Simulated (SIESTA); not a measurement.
Here is a SIESTA 5.4.2 calculation.

File W.fdf:

```
SystemName                      Tungsten
SystemLabel                     W
NumberOfSpecies                 1
NumberOfAtoms                   1
%block ChemicalSpeciesLabel
  1  74 W
%endblock ChemicalSpeciesLabel

LatticeConstant                 1.0 Ang
%block LatticeVectors
    -1.5448010000     1.6150760000     1.6310250000
     1.5711460000    -1.5452470000     1.5875410000
     1.5456960000     1.5461430000    -1.5611960000
%endblock LatticeVectors
AtomicCoordinatesFormat         Fractional
%block AtomicCoordinatesAndAtomicSpecies
     0.0109310000     0.0077030000     0.0229730000  1  W
%endblock AtomicCoordinatesAndAtomicSpecies

%block kgrid.MonkhorstPack
   12   0   0  0.0
    0  12   0  0.0
    0   0  12  0.0
%endblock kgrid.MonkhorstPack
XC.Functional                   GGA
XC.Authors                      PBEsol
PAO.BasisSize                   DZP
PAO.EnergyShift                 0.003 Ry
Mesh.Cutoff                     800 Ry
OccupationFunction              FD
ElectronicTemperature           0.05 eV
MaxSCFIterations                120
SCF.MustConverge                false
SCF.Mixer.Method                Pulay
SCF.Mixer.Weight                0.25
SCF.Mixer.History               8
SCF.DM.Tolerance                5.0e-05
SCF.H.Tolerance                 1.0e-03 eV
WriteForces                     true
Charge.Mulliken                 end
%block PAO.Basis
  W 5
  n=5 0 2
    3.045 0.000
  n=6 0 2
    7.595 0.000
  n=5 1 2
    3.655 0.000
  n=6 1 1
    7.595
  n=5 2 2
    6.615 0.000
%endblock PAO.Basis
```

Potentials or basis: PseudoDojo 0.4 standard (PBEsol files), DZP (energy shift 0.003 Ry; two zetas on semicore shells).

The run is started by

```bash
$ siesta < W.fdf > W.out 2>&1
```

(1) Estimate the pressure.

(2) Predict the band gap on the k mesh.

Results:

(1) 1.3 GPa.

(2) none (metal or under the smearing width).

Caveat: short orbitals over semicore shells can move pressures by several GPa; the basis of atomic orbitals isn't converged, which shifts pressures, moduli and gaps.
